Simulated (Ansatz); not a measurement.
## La₂O₃

Level of theory: DFT, PBE, scalar-relativistic, no spin polarisation; plane waves to 420 eV with PAW datasets (Ansatz 0.2.0), 6×6×8 k-mesh, Gaussian smearing of 0.05 eV. The datasets are Ansatz's generated set soft_2.

```
La O
1.0
     6.37111    0.00000    0.00000
    -3.18556    5.51754    0.00000
     0.00000    0.00000    3.28699
La O
2 3
Direct
  0.33333 0.66667 0.50000
  0.66667 0.33333 0.50000
  0.50000 0.50000 0.00000
  0.50000 0.00000 0.00000
  0.00000 0.50000 0.00000
```

The chain of runs began from a cell as deposited in COD, expanded in volume.

Cell and atoms are those of this level's equilibrium.

Elastic constants come from the stress of slightly strained cells with relaxed atoms, in GPa, Voigt order xx, yy, zz, yz, xz, xy in the Cartesian frame of the vectors above.

```
110.2  71.7  48.4   0.0   0.0   0.0
 71.7 110.2  48.4   0.0   0.0   0.0
 48.4  48.4 273.5   0.0   0.0   0.0
  0.0   0.0   0.0  15.9   0.0   0.0
  0.0   0.0   0.0   0.0  15.9   0.0
  0.0   0.0   0.0   0.0   0.0  19.3
```

Q: Work out the Voigt, Reuss and Hill moduli.

A: Voigt: K = (C11 + C22 + C33 + 2(C12 + C13 + C23))/9 = 92 GPa, G = (C11 + C22 + C33 − C12 − C13 − C23 + 3(C44 + C55 + C66))/15 = 32 GPa. Reuss, from the compliances S = C⁻¹: K = 84 GPa, G = 21 GPa. Hill means: K = 88 GPa, G = 26 GPa.

Q: And Young's modulus, Poisson's ratio, Pugh's ratio and the anisotropy?

A: E = 9KG/(3K + G) = 72 GPa, ν = (3K − 2G)/(6K + 2G) = 0.36, K/G = 3.36 (over the 1.75 that Pugh's rule, made for metals, takes as the line between brittle and ductile), universal anisotropy index 5G_V/G_R + K_V/K_R − 6 = 2.8. The eigenvalues of C are 15.9, 15.9, 19.3, 38, 145, 310 GPa, all positive.

Q: What sound velocities and Debye temperature follow for a polycrystal?

A: With a density of 4.682 g/cm³ (mean mass 65.2 u, 23.11 Å³/atom), K = 88.2 and G = 26.26 GPa from the unrounded constants, v_l = √((K + 4G/3)/ρ) = 5130 m/s and v_t = √(G/ρ) = 2370 m/s. The mean [(1/v_l³ + 2/v_t³)/3]^(−1/3) is 2670 m/s, and θ_D = (ħ/k_B)(6π²/V)^(1/3) v_m ≈ 280 K, with V the volume an atom. This is the low-temperature, elastic estimate.

The equation of state, an independent route, gives B0 = 84 GPa; its match is the Reuss value, 84 GPa, which holds for uniform pressure.

It ran for 2.2 min on 4 threads of AMD EPYC 7R13 Processor (Zen 3), on a shared host, peak memory 0.62 GiB.

These numbers lack spin–orbit coupling.
